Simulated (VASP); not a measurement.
The system is Sb.

```
Sb
1.0
    -1.87134    1.87134    1.87134
     1.87134   -1.87134    1.87134
     1.87134    1.87134   -1.87134
Sb
1
Direct
  0.00000 0.00000 0.00000
```

This isn't the form of Sb at room conditions, which is rhombohedral.

| Item | Value |
| --- | --- |
| Program | VASP 6.6.1 |
| Task | single point |
| Functional | PBE |
| Potentials or basis | VASP PAW PBE potentials, release 64 (Sb) |
| Cutoff | 520 eV |
| k mesh | 10 × 10 × 10 |
| Occupations | fermi-dirac, width 0.05 eV |
| Spin | no spin polarisation |

On this cell: pressure 3.0 GPa; band gap on the k mesh none (metal or under the smearing width).

The same run follows on a disturbed copy (cell strained at random at fixed volume):

```
Sb
1.0
    -1.91168    1.89860    1.91097
     1.86645   -1.92422    1.89137
     1.82583    1.83838   -1.93660
Sb
1
Cartesian
  0.0236 0.0412 -0.0176
```

Problem. What changes?

Solution. The energy (extrapolated to zero smearing) moves by +2.6 meV/atom; pressure 2.9 GPa; band gap on the k mesh none (metal or under the smearing width).

Stress tensor (GPa, compression positive):
```
2.62 1.06 0.70
1.06 2.90 0.89
0.70 0.89 3.11
```
